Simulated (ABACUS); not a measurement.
# FeO: equation of state with PBE

The system is FeO.

```
Fe O
1.0
     1.51768    0.87623    2.51579
    -1.51768    0.87623    2.51579
     0.00000   -1.75247    2.51579
Fe O
1 1
Cartesian
  0.0000 0.0000 0.0000
  0.0000 0.0000 3.7737
```

| Quantity | Value |
| --- | --- |
| Program | ABACUS 3.10.1 |
| Task | equation of state |
| Functional | PBE |
| Potentials or basis | PseudoDojo NC SR 0.4.1 PBE standard |
| Cutoff | 1225 eV |
| Density cutoff | 4898 eV |
| Basis | plane waves |
| k mesh | 8 × 8 × 8 |
| Occupations | fermi-dirac, width 0.05 eV |
| Spin | collinear spin, ferromagnetic start |
| Starting moments | [3.0, 0.0] μB |

```json
{
 "Equilibrium volume": "9.97 Å³/atom",
 "Bulk modulus at fixed shape and positions": "185 GPa",
 "Pressure derivative of the bulk modulus": "4.4 (rough: it moves with the points fitted)"
}
```

Energy against volume, from the lowest point:
| volume (Å³/atom) | energy (meV/atom) |
| --- | --- |
| 9.435 | 17.04 |
| 9.836 | 0.00 |
| 10.238 | 3.09 |
| 10.639 | 22.37 |

All runs of the series together: 120 s on 4 threads of AMD EPYC 7R43 64-Core Processor (Zen 3), on a shared host.

Caveat: the cell was scaled at fixed shape and fractional positions, which overstates the stiffness of a crystal with free parameters, most of all of layers and chains.
